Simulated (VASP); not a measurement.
# VASP 6.6.1 run: PbSe

INCAR

```
LCHARG = .FALSE.
IBRION = -1
LASPH = .TRUE.
ENCUT = 520
NSW = 0
LWAVE = .FALSE.
ISMEAR = -1
GGA = PS
NELM = 120
LREAL = .FALSE.
PREC = Medium
NBANDS = 11
EDIFF = 1E-7
SIGMA = 0.02
ISIF = 2
```

KPOINTS

```
KPOINTS created by Atomic Simulation Environment
0
Gamma
8 8 8
0 0 0
```

POSCAR

```
Pb Se
 1.0000000000000000
    -0.0000000000000000    3.0887022195350249    3.0887022195350249
     3.0887022195350249   -0.0000000000000000    3.0887022195350249
     3.0887022195350249    3.0887022195350249   -0.0000000000000000
 Pb  Se
   1   1
Cartesian
  0.0000000000000000  0.0000000000000000  0.0000000000000000
  3.0887022195350244  3.0887022195350244  3.0887022195350244
```

The recommended PBE PAW datasets give the neutral cell 20 valence electrons.

Command

```
mpirun -np 1 vasp_std
```

How does this run end, and what does it give?

It converged. Results: gap between bands v and c on the k mesh 0.29 eV; least direct gap on the k mesh 0.29 eV; pressure -1.8 GPa. Band v is the last that the valence electrons fill when counted band by band, and c is the next.

OSZICAR

```
N       E                     dE             d eps       ncg     rms          rms(c)
DAV:   1     0.173452629009E+03    0.17345E+03   -0.97401E+03   638   0.186E+03
DAV:   2     0.103553293478E+02   -0.16310E+03   -0.16121E+03   644   0.435E+02
DAV:   3    -0.816353234031E+01   -0.18519E+02   -0.18060E+02   764   0.147E+02
DAV:   4    -0.913603084480E+01   -0.97250E+00   -0.97197E+00   739   0.315E+01
DAV:   5    -0.918836660481E+01   -0.52336E-01   -0.52323E-01   865   0.667E+00    0.261E+00
DAV:   6    -0.891225796297E+01    0.27611E+00   -0.96486E-01   787   0.890E+00    0.151E+00
DAV:   7    -0.890533539927E+01    0.69226E-02   -0.14284E-01   844   0.251E+00    0.740E-01
DAV:   8    -0.890603580571E+01   -0.70041E-03   -0.13457E-02   762   0.171E+00    0.913E-02
DAV:   9    -0.890572737761E+01    0.30843E-03   -0.30630E-03   768   0.593E-01    0.570E-02
DAV:  10    -0.890576599021E+01   -0.38613E-04   -0.19425E-04   686   0.147E-01    0.179E-02
DAV:  11    -0.890575846666E+01    0.75236E-05   -0.30661E-05   903   0.781E-02    0.755E-03
DAV:  12    -0.890575698445E+01    0.14822E-05   -0.14231E-05   769   0.492E-02    0.115E-03
DAV:  13    -0.890575698052E+01    0.39238E-08   -0.89595E-07   713   0.115E-02
   1 F= -.89057570E+01 E0= -.89057552E+01  d E =-.354465E-05
```

For comparison, a separate PBE run of the intended cell, on usual settings and not on those above, gives a gap of 0.38 eV on its mesh and a pressure of 0.9 GPa.
